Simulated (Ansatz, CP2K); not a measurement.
## Y: 3 runs at one level of theory

```
CELL_PARAMETERS angstrom
3.64254 0.00000 0.00000
-1.82127 3.15454 0.00000
0.00000 0.00000 11.84413
ATOMIC_POSITIONS crystal
Y 0.66667 0.33333 0.75000
Y 0.00000 0.00000 0.50000
Y 0.33333 0.66667 0.25000
Y 0.00000 0.00000 0.00000
```

Alike in all runs: task band structure; functional PBEsol; k mesh 8 × 8 × 3; occupations fermi-dirac, width 0.05 eV; no spin polarisation; no spin-orbit coupling. Pressure is positive in compression and, in plane waves, holds the error of the finite cutoff, which Ansatz's Pulay term estimates and takes out.

```
                                      program and potentials  plane-wave cutoff (eV)                                                 notes  pressure (GPa)
                                          Ansatz, Ansatz PAW                     420  potentials made for PBE, which Ansatz adapts in part           -3.50
              Ansatz, all-electron LAPW, scalar-relativistic                       -                                                     -           -3.50
CP2K, POTENTIAL_UZH Y GTH-PBE-q11; TZVP-MOLOPT-PBE-GTH basis                       -                 atomic basis; potentials made for PBE           -3.40
```

The pressure spans -3.50 (Ansatz, Ansatz PAW) to -3.40 GPa (CP2K, POTENTIAL_UZH Y GTH-PBE-q11; TZVP-MOLOPT-PBE-GTH basis), with all-electron results at -3.50. Rows in atomic bases carry the error of their basis and grid, which can be large.

The functional is the same throughout but for its coding, so the spread measures potentials, basis and numerics; runs on potential files found faulty are left out.
